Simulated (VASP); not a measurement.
# Sr (P6_3/mmc) in VASP: further runs

Runs on Sr. Level: PBE. Tasks: single point.

Everything below comes from runs of VASP 6.6.1. Logs are shortened: lines on timing, memory, paths and dates and some standing lists are left out, and cuts for length are marked.

### 1 The structure

Symmetry: P6_3/mmc, No. 194, hexagonal system. Conventional cell: a = 4.310 Å, b = 4.310 Å, c = 7.050 Å, α = 90.00°, β = 90.00°, γ = 120.00°. Sr (site symmetry -6m2) has 12 Sr at 4.31 Å as nearest neighbours.

This isn't the form of Sr at room conditions, which is fcc.

### 2 Single point, PBE

Contents of INCAR:

```
SYSTEM = Sr
  ADDGRID = .False.
  ALGO = Normal
  EDIFF = 1E-6
  ENCUT = 500
  GGA = PE
  ISIF = 2
  ISMEAR = 0
  LASPH = .True.
  LCHARG = .False.
  LREAL = .False.
  LWAVE = .False.
  NBANDS = 17
  NELM = 100
  PREC = Low
  SIGMA = 0.15
```

Contents of KPOINTS:

```
k-points
0
Gamma
  10 10 6
  0 0 0
```

Contents of POSCAR:

```
Sr
1.0
    4.3100000000      0.0000000000      0.0000000000
   -2.1550000000      3.7325694903      0.0000000000
    0.0000000000      0.0000000000      7.0500000000
Sr
2
Direct
    0.6666666667      0.3333333333      0.7500000000
    0.3333333333      0.6666666667      0.2500000000
```

Potentials or basis: VASP PAW PBE potentials, release 64 (Sr_sv).

Run with:

```
$ cat potpaw_PBE.64/Sr_sv/POTCAR > POTCAR
$ mpirun -np 1 vasp_std > vasp.out
```

OUTCAR:

```text
SYSTEM = Sr
   EDIFF = 1E-6
   ENCUT = 500
   GGA = PE
   ISIF = 2
   ISMEAR = 0
   LASPH = .True.
   LREAL = .False.
   NELM = 100
   PREC = Low

 Found     56 irreducible k-points:

 Following reciprocal coordinates:
            Coordinates               Weight
  0.000000  0.000000  0.000000      1.000000
  0.100000  0.000000  0.000000      6.000000
  0.200000  0.000000  0.000000      6.000000
  0.300000  0.000000  0.000000      6.000000
  0.400000  0.000000  0.000000      6.000000
  0.500000  0.000000  0.000000      3.000000
   k-points           NKPTS =     56   k-points in BZ     NKDIM =     56   number of bands    NBANDS=     17
   number of dos      NEDOS =    301   number of ions     NIONS =      2
   total plane-waves  NPLWV =  23040
   dimension x,y,z NGX =    24 NGY =   24 NGZ =   40
   dimension x,y,z NGXF=    24 NGYF=   24 NGZF=   40
   ions per type =               2
   NGX,Y,Z   is equivalent  to a cutoff of   9.26,  9.26,  9.43 a.u.
   NGXF,Y,Z  is equivalent  to a cutoff of   9.26,  9.26,  9.43 a.u.
 SYSTEM =  Sr
   PREC   = low       normal or accurate (medium, high low for compatibility)
   ISTART =      0    job   : 0-new  1-cont  2-samecut
   ICHARG =      2    charge: 1-file 2-atom 10-const
   ISPIN  =      1    spin polarized calculation?
   LNONCOLLINEAR =      F non collinear calculations
   LSORBIT =      F    spin-orbit coupling
   LASPH  =      T    aspherical Exc in radial PAW
   ENCUT  =  500.0 eV  36.75 Ry    6.06 a.u.   7.86  7.86 12.85*2*pi/ulx,y,z
   NELM   =    100;   NELMIN=  2; NELMDL= -5     # of ELM steps
   EDIFF  = 0.1E-05   stopping-criterion for ELM
   LREAL  =      F    real-space projection
   EDIFFG = 0.1E-04   stopping-criterion for IOM
   NSW    =      0    number of steps for IOM
   IBRION =     -1    ionic relax: 0-MD 1-quasi-New 2-CG
   NFREE  =      0    steps in history (QN), initial steepest desc. (CG)
   ISIF   =      2    stress and relaxation
   ISYM   =      2    0-nonsym 1-usesym 2-fastsym
   POTIM  = 0.5000    time-step for ionic-motion
   TEBEG  =    0.0;   TEEND  =   0.0 temperature during run
   PSTRESS=    0.0 pullay stress
   NELECT =      20.0000    total number of electrons
   NUPDOWN=      -1.0000    fix difference up-down
   EMIN   =  10.00;   EMAX   =-10.00  energy-range for DOS
   EFERMI =   0.00;   METHOD = LEGACY
   ISMEAR =     0;   SIGMA  =   0.15  broadening in eV -4-tet -1-fermi 0-gaus
   EFERMI_NEDOS =   21; number of points for ismear=-14 and -15
   IALGO  =     38    algorithm
   IMIX   =      4    mixing-type and parameters
     AMIX     =   0.40;   BMIX     =  1.00
     AMIX_MAG =   1.60;   BMIX_MAG =  1.00
  volume/ion in A,a.u.               =      56.71       382.68
  Fermi-wavevector in a.u.,A,eV,Ry     =   0.918037  1.734838 11.466874  0.842791
  Thomas-Fermi vector in A             =   2.043073
   LORBIT       =      0    0 simple, 1 ext, 2 COOP (PROOUT), +10 PAW based schemes
   GGA     = PE    functional components
   LHFCALC =     F    Hartree Fock is set to
   AEXX    =    0.0000 exact exchange contribution
   IVDW    =     0    specifies the selected vdW correction
   LEPSILON=     F    determine dielectric tensor
   LRPA    =     F    only Hartree local field effects (RPA)
 non-spin polarized calculation
 Gauss-broadening in eV      SIGMA  =   0.15
  energy-cutoff  :      500.00
  volume of cell :      113.42
 maximum number of plane-waves:      2898
   NGX = 15   NGY = 15   NGZ = 25

 number of electron      19.9999925 magnetization

 Free energy of the ion-electron system (eV)
  ---------------------------------------------------
  ext. energy  EPLUGINS =         0.00000000
  ---------------------------------------------------
  free energy    TOTEN  =        -3.28019615 eV

  energy without entropy =       -3.24892769  energy(sigma->0) =       -3.26456192

 E-fermi :   1.5037     XC(G=0):  -7.2583

 val. band max:        1.5028741064   @ k =   0.0000   0.0000   0.0000
 cond. band min:       1.5137830458   @ k =   0.3000   0.3000   0.1667
 fundamental gap:      0.0109089395
 Fermi energy:         1.5036957507

 k-point     1 :       0.0000    0.0000    0.0000
  band No.  band energies     occupation
      1     -35.1942      2.00000
      2     -35.1823      2.00000
      3     -17.2571      2.00000
      4     -17.1127      2.00000
      5     -17.1127      2.00000
      6     -17.0887      2.00000
      7     -17.0887      2.00000
      8     -17.0830      2.00000
      9      -2.1204      2.00000
     10       0.3627      2.00000
     11       1.5029      1.00618
     12       3.7521      0.00000
     13       3.7524      0.00000
     14       3.7524      0.00000
     15       4.1451      0.00000
     16       4.1451      0.00000
     17       4.6498      0.00000

 k-point     2 :       0.1000    0.0000    0.0000
  band No.  band energies     occupation
      1     -35.1932      2.00000
      2     -35.1818      2.00000
      3     -17.2516      2.00000
      4     -17.1254      2.00000
      5     -17.1167      2.00000
      6     -17.1019      2.00000
      7     -17.0908      2.00000
      8     -17.0852      2.00000
      9      -1.9815      2.00000
     10       0.5086      2.00000
     11       1.4934      1.07699
     12       3.3547      0.00000
     13       3.8784      0.00000
     14       3.8939      0.00000
     15       4.0235      0.00000
     16       4.2764      0.00000
     17       4.3933      0.00000

 k-point     3 :       0.2000    0.0000    0.0000
  band No.  band energies     occupation
      1     -35.1904      2.00000
      2     -35.1805      2.00000
      3     -17.2362      2.00000
      4     -17.1590      2.00000
      5     -17.1359      2.00000
      6     -17.1270      2.00000
      7     -17.0967      2.00000
      8     -17.0916      2.00000
      9      -1.5802      2.00000
     10       0.9090      2.00000
     11       1.4809      1.16992
     12       2.7841      0.00000
     13       3.4380      0.00000
     14       3.8688      0.00000
     15       4.1944      0.00000
     16       4.2487      0.00000
     17       4.3255      0.00000

 k-point     4 :       0.3000    0.0000    0.0000
  band No.  band energies     occupation
      1     -35.1868      2.00000
      2     -35.1792      2.00000
      3     -17.2143      2.00000
      4     -17.2007      2.00000
      5     -17.1767      2.00000
      6     -17.1392      2.00000
      7     -17.1043      2.00000
      8     -17.1024      2.00000
      9      -0.9623      2.00000
     10       1.4013      1.66563
     11       1.4956      1.06119
     12       2.1677      0.00000
     13       3.1027      0.00000
     14       3.3345      0.00000
     15       3.9096      0.00000
     16       4.7600      0.00000
     17       4.8404      0.00000

 k-point     5 :       0.4000    0.0000    0.0000
  band No.  band energies     occupation
      1     -35.1836      2.00000
      2     -35.1784      2.00000
      3     -17.2346      2.00000
      4     -17.2088      2.00000
      5     -17.1918      2.00000
      6     -17.1489      2.00000
      7     -17.1159      2.00000
      8     -17.1107      2.00000
      9      -0.2124      2.00000
     10       1.4417      1.44142
     11       1.5449      0.69763
     12       1.7372      0.02769
     13       2.9249      0.00000
     14       3.1731      0.00000
     15       3.7184      0.00000
     16       5.2708      0.00000
     17       5.6299      0.00000

 k-point     6 :       0.5000    0.0000    0.0000
  band No.  band energies     occupation
      1     -35.1822      2.00000
      2     -35.1783      2.00000
      3     -17.2476      2.00000
      4     -17.2209      2.00000
      5     -17.1803      2.00000
      6     -17.1526      2.00000
      7     -17.1239      2.00000
      8     -17.1131      2.00000
      9       0.3730      2.00000
     10       0.9368      2.00000
     11       1.5790      0.47793
     12       1.7381      0.02712
     13       2.7632      0.00000
     14       3.3232      0.00000
     15       3.6518      0.00000
     16       5.6844      0.00000
     17       6.2259      0.00000

 [... further k-points ...]

------------------------ aborting loop because EDIFF is reached ----------------------------------------

  FORCE on cell =-STRESS in cart. coord.  units (eV):
  Direction    XX          YY          ZZ          XY          YZ          ZX
  --------------------------------------------------------------------------------------
  -------------------------------------------------------------------------------------
  Total       -0.2405870     -0.2405870     -0.1223486      0.0000000      0.0000000      0.0000000
  in kB       -3.3986660     -3.3986660     -1.7283637      0.0000000      0.0000000      0.0000000
  external PRESSURE =      -2.8418985 kB  Pullay stress =       0.0000000 kB

 VOLUME and BASIS-vectors are now :
 -----------------------------------------------------------------------------
  energy-cutoff  :      500.00
  volume of cell :      113.42
      direct lattice vectors                 reciprocal lattice vectors
     4.310000000  0.000000000  0.000000000     0.232018561  0.133955979  0.000000000
    -2.155000000  3.732569490  0.000000000     0.000000000  0.267911958  0.000000000
     0.000000000  0.000000000  7.050000000     0.000000000  0.000000000  0.141843972

 POSITION                                       TOTAL-FORCE (eV/Angst)
 -----------------------------------------------------------------------------------
      2.15500      1.24419      5.28750        -0.000000      0.000000      0.000000
     -0.00000      2.48838      1.76250         0.000000     -0.000000      0.000000
 -----------------------------------------------------------------------------------
    total drift:                                0.000000     -0.000000      0.000000

  FREE ENERGIE OF THE ION-ELECTRON SYSTEM (eV)
  ---------------------------------------------------
  free  energy   TOTEN  =        -3.2801961503 eV

  energy  without entropy=       -3.2489276889  energy(sigma->0) =       -3.26456192
```

Run time: 14 s. Hardware: 1 thread of Intel Xeon 6975P-C (Granite Rapids), shared host; peak memory 0.18 GiB.

The run converged, but some of its settings lie outside the range that counts as converged, so its numbers aren't taken as properties of the crystal.

What came out:

```
Free energy            : -3.2802 eV
Pressure               : -0.3 GPa
Band gap on the k mesh : none (metal or under the smearing width)
```

### 3 Single point, PBE

INCAR is that of step 2.

KPOINTS is that of step 2.

Contents of POSCAR:

```
Sr
1.0
    4.3100000000      0.0000000000      0.0000000000
   -2.1550000000      3.7325694903      0.0000000000
    0.0000000000      0.0000000000      7.0500000000
Sr
2
Direct
    0.6432960000      0.3178180000      0.7464440000
    0.3199860000      0.6535770000      0.2508690000
```

Potentials or basis: VASP PAW PBE potentials, release 64 (Sr_sv).

Run with:

```
$ cat potpaw_PBE.64/Sr_sv/POTCAR > POTCAR
$ mpirun -np 1 vasp_std > vasp.out
```

Wall time 74 s (1 thread of Intel Xeon 6975P-C (Granite Rapids), shared host); peak memory 0.49 GiB.

The run converged, but some of its settings lie outside the range that counts as converged, so its numbers aren't taken as properties of the crystal.

What came out:

| Item | Value |
| --- | --- |
| Free energy | -3.2794 eV |
| Pressure | -0.3 GPa |
| Largest force | 0.041 eV/Å |
| Band gap on the k mesh | none (metal or under the smearing width) |

### 4 Single point, PBE

INCAR: that of step 3 with these lines changed.

```diff
@@ -14,3 +14,3 @@
   NELM = 100
-  PREC = Low
+  PREC = Normal
   SIGMA = 0.15
```

KPOINTS is that of step 3.

Contents of POSCAR:

```
Sr
1.0
    4.3100000000      0.0000000000      0.0000000000
   -2.1550000000      3.7325694903      0.0000000000
    0.0000000000      0.0000000000      7.0500000000
Sr
2
Direct
    0.6666666667      0.3333333333      0.7500000000
    0.3333333333      0.6666666667      0.2500000000
```

Potentials or basis: VASP PAW PBE potentials, release 64 (Sr_sv).

Run with:

```
$ cat potpaw_PBE.64/Sr_sv/POTCAR > POTCAR
$ mpirun -np 1 vasp_std > vasp.out
```

OUTCAR:

```text
SYSTEM = Sr
   EDIFF = 1E-6
   ENCUT = 500
   GGA = PE
   ISIF = 2
   ISMEAR = 0
   LASPH = .True.
   LREAL = .False.
   NELM = 100
   PREC = Normal

 Found     56 irreducible k-points:

 Following reciprocal coordinates:
            Coordinates               Weight
  0.000000  0.000000  0.000000      1.000000
  0.100000  0.000000  0.000000      6.000000
  0.200000  0.000000  0.000000      6.000000
  0.300000  0.000000  0.000000      6.000000
  0.400000  0.000000  0.000000      6.000000
[... 198 lines left out ...]

  FORCE on cell =-STRESS in cart. coord.  units (eV):
  Direction    XX          YY          ZZ          XY          YZ          ZX
  --------------------------------------------------------------------------------------
  -------------------------------------------------------------------------------------
  Total       -0.2420162     -0.2420162     -0.1223616      0.0000000      0.0000000     -0.0000000
  in kB       -3.4188557     -3.4188557     -1.7285476      0.0000000      0.0000000     -0.0000000
  external PRESSURE =      -2.8554196 kB  Pullay stress =       0.0000000 kB

 VOLUME and BASIS-vectors are now :
 -----------------------------------------------------------------------------
  energy-cutoff  :      500.00
  volume of cell :      113.42
      direct lattice vectors                 reciprocal lattice vectors
     4.310000000  0.000000000  0.000000000     0.232018561  0.133955979  0.000000000
    -2.155000000  3.732569490  0.000000000     0.000000000  0.267911958  0.000000000
     0.000000000  0.000000000  7.050000000     0.000000000  0.000000000  0.141843972

 POSITION                                       TOTAL-FORCE (eV/Angst)
 -----------------------------------------------------------------------------------
      2.15500      1.24419      5.28750         0.000000      0.000000      0.000000
     -0.00000      2.48838      1.76250        -0.000000     -0.000000      0.000000
 -----------------------------------------------------------------------------------
    total drift:                                0.000000     -0.000000      0.000000

  FREE ENERGIE OF THE ION-ELECTRON SYSTEM (eV)
  ---------------------------------------------------
  free  energy   TOTEN  =        -3.2802710190 eV

  energy  without entropy=       -3.2490021947  energy(sigma->0) =       -3.26463661
```

Wall time 15 s (1 thread of Intel Xeon 6975P-C (Granite Rapids), shared host); peak memory 0.21 GiB.

The run converged, but some of its settings lie outside the range that counts as converged, so its numbers aren't taken as properties of the crystal.

Results:

```yaml
Free_energy: -3.2803 eV
Pressure: -0.3 GPa
Band_gap_on_the_k_mesh: none (metal or under the smearing width)
```

### 5 Single point, PBE

INCAR is that of step 4.

KPOINTS is that of step 4.

Contents of POSCAR:

```
Sr
1.0
    4.3100000000      0.0000000000      0.0000000000
   -2.1550000000      3.7325694903      0.0000000000
    0.0000000000      0.0000000000      7.0500000000
Sr
2
Direct
    0.6432960000      0.3178180000      0.7464440000
    0.3199860000      0.6535770000      0.2508690000
```

Potentials or basis: VASP PAW PBE potentials, release 64 (Sr_sv).

Run with:

```
$ cat potpaw_PBE.64/Sr_sv/POTCAR > POTCAR
$ mpirun -np 1 vasp_std > vasp.out
```

OUTCAR:

```text
SYSTEM = Sr
   EDIFF = 1E-6
   ENCUT = 500
   GGA = PE
   ISIF = 2
   ISMEAR = 0
   LASPH = .True.
   LREAL = .False.
   NELM = 100
   PREC = Normal

 Found    304 irreducible k-points:

 Following reciprocal coordinates:
            Coordinates               Weight
  0.000000  0.000000  0.000000      1.000000
  0.100000  0.000000  0.000000      2.000000
  0.000000  0.100000  0.000000      2.000000
 -0.100000  0.100000  0.000000      2.000000
  0.200000  0.000000  0.000000      2.000000
  0.000000  0.200000  0.000000      2.000000
   k-points           NKPTS =    304   k-points in BZ     NKDIM =    304   number of bands    NBANDS=     17
   number of dos      NEDOS =    301   number of ions     NIONS =      2
   total plane-waves  NPLWV =  23040
   dimension x,y,z NGX =    24 NGY =   24 NGZ =   40
   dimension x,y,z NGXF=    48 NGYF=   48 NGZF=   80
   ions per type =               2
   NGX,Y,Z   is equivalent  to a cutoff of   9.26,  9.26,  9.43 a.u.
   NGXF,Y,Z  is equivalent  to a cutoff of  18.51, 18.51, 18.86 a.u.
 SYSTEM =  Sr
   PREC   = normal    normal or accurate (medium, high low for compatibility)
   ISTART =      0    job   : 0-new  1-cont  2-samecut
   ICHARG =      2    charge: 1-file 2-atom 10-const
   ISPIN  =      1    spin polarized calculation?
[... 55 lines left out ...]

 val. band max:        1.5029729546   @ k =   0.0000   0.0000   0.0000
 cond. band min:       1.5100814621   @ k =   0.3000   0.4000   0.1667
 fundamental gap:      0.0071085075
 Fermi energy:         1.5035216304

 k-point     1 :       0.0000    0.0000    0.0000
  band No.  band energies     occupation
      1     -35.1940      2.00000
      2     -35.1821      2.00000
      3     -17.2573      2.00000
      4     -17.1141      2.00000
      5     -17.1109      2.00000
      6     -17.0885      2.00000
[... 97 lines left out ...]
      4     -17.1592      2.00000
      5     -17.1358      2.00000
      6     -17.1264      2.00000
[... 9 lines left out ...]
     16       4.2531      0.00000
     17       4.3271      0.00000

 [... further k-points ...]

------------------------ aborting loop because EDIFF is reached ----------------------------------------

  FORCE on cell =-STRESS in cart. coord.  units (eV):
  Direction    XX          YY          ZZ          XY          YZ          ZX
  --------------------------------------------------------------------------------------
  -------------------------------------------------------------------------------------
  Total       -0.2510879     -0.2358163     -0.1204540     -0.0315695      0.0003485      0.0015908
  in kB       -3.5470079     -3.3312723     -1.7015998     -0.4459680      0.0049231      0.0224728
  external PRESSURE =      -2.8599600 kB  Pullay stress =       0.0000000 kB

 VOLUME and BASIS-vectors are now :
 -----------------------------------------------------------------------------
  energy-cutoff  :      500.00
  volume of cell :      113.42
      direct lattice vectors                 reciprocal lattice vectors
     4.310000000  0.000000000  0.000000000     0.232018561  0.133955979  0.000000000
    -2.155000000  3.732569490  0.000000000     0.000000000  0.267911958  0.000000000
     0.000000000  0.000000000  7.050000000     0.000000000  0.000000000  0.141843972

 POSITION                                       TOTAL-FORCE (eV/Angst)
 -----------------------------------------------------------------------------------
      2.08771      1.18628      5.26243         0.010698      0.002191      0.040195
     -0.02932      2.43952      1.76863        -0.010698     -0.002191     -0.040195
 -----------------------------------------------------------------------------------
    total drift:                                0.000000     -0.000004      0.000004

  FREE ENERGIE OF THE ION-ELECTRON SYSTEM (eV)
  ---------------------------------------------------
  free  energy   TOTEN  =        -3.2794308868 eV

  energy  without entropy=       -3.2481776436  energy(sigma->0) =       -3.26380427
```

stdout:

```text
POSCAR found type information on POSCAR Sr
 POSCAR found :  1 types and       2 ions
 scaLAPACK will be used
 LDA part: xc-table for (Slater+PW92), standard interpolation
 POSCAR, INCAR and KPOINTS ok, starting setup
 FFT: planning ... GRIDC
 FFT: planning ... GRID_SOFT
 FFT: planning ... GRID
 WAVECAR not read
 entering main loop
```

Wall time 73 s (1 thread of Intel Xeon 6975P-C (Granite Rapids), shared host); peak memory 0.52 GiB.

These settings aren't checked as converged: the numbers below hold their error.

What came out:

| Property | Result |
| --- | --- |
| Free energy | -3.2794 eV |
| Pressure | -0.3 GPa |
| Largest force | 0.042 eV/Å |
| Band gap on the k mesh | none (metal or under the smearing width) |

### 6 The reference run

An earlier run on the cell as given: functional PBE; potentials or basis VASP PAW PBE potentials, release 64 (Sr_sv); cutoff 520 eV; k mesh 7 × 7 × 4; occupations fermi-dirac, width 0.05 eV; no spin polarisation.

* Pressure: -0.3 GPa
* Band gap on the k mesh: none (metal or under the smearing width)
